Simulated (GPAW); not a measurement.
```cif
data_kf
_symmetry_space_group_name_H-M 'Fm-3m'
_symmetry_Int_Tables_number 225
_cell_length_a 5.3437
_cell_length_b 5.3437
_cell_length_c 5.3437
_cell_angle_alpha 90.000
_cell_angle_beta 90.000
_cell_angle_gamma 90.000
_cell_volume 152.59
loop_
_atom_site_label
_atom_site_type_symbol
_atom_site_symmetry_multiplicity
_atom_site_Wyckoff_symbol
_atom_site_fract_x
_atom_site_fract_y
_atom_site_fract_z
_atom_site_occupancy
K1 K 4 a 0.00000 0.00000 0.00000 1
F1 F 4 b 0.50000 0.00000 0.00000 1
_calc_subject 'KF (Carobbiite): one start, several treatments of the self-energy'
_calc_method 'DFT, PBE, plane waves, PAW (and 1 further level or step)'
_calc_program 'GPAW 26.7.0'
_calc_settings_of_one_run 'cutoff 600 eV, GPAW PAW setups 1.2.1 data release, 6×6×6 k-mesh, nbands 96'
_calc_cost '4 runs, 8.8 min in all on 4 MPI ranks of Intel Xeon Platinum 8488C (Sapphire Rapids), shared host (the runs of this entry)'
_calc_notes 'The cell and positions come from the Crystallography Open Database and are kept as given unless a step says otherwise. Bands and cutoff are finite, so the gap is not at the basis limit. The miss can reach some tenths of an eV and take either sign; the mesh is an error of its own.'
_calc_g0w0_godby_needs_plasmon_pole '9.534 eV'
_calc_g0w0_full_frequency_hilbert_transform '9.552 eV'
_calc_g0w0_multipole '9.403 eV'
_calc_known_limits 'not at the basis limit'
```

[Paths, hosts, dates, memory and timing lines, banners, echoed tables and standing remarks are left out of the program output.]

[Logs are printed without paths, hosts, clocks, repeated set-up lines and the standing remarks that a program may print on its own settings, such as how far it seeks lower states.]

[Runs of the session that timed out or met a known fault of the program may be left out.]

[Hosts, paths, dates, database ids (printed as entryN), source tags and the programs' standing remarks are cut or masked in the printed files.]
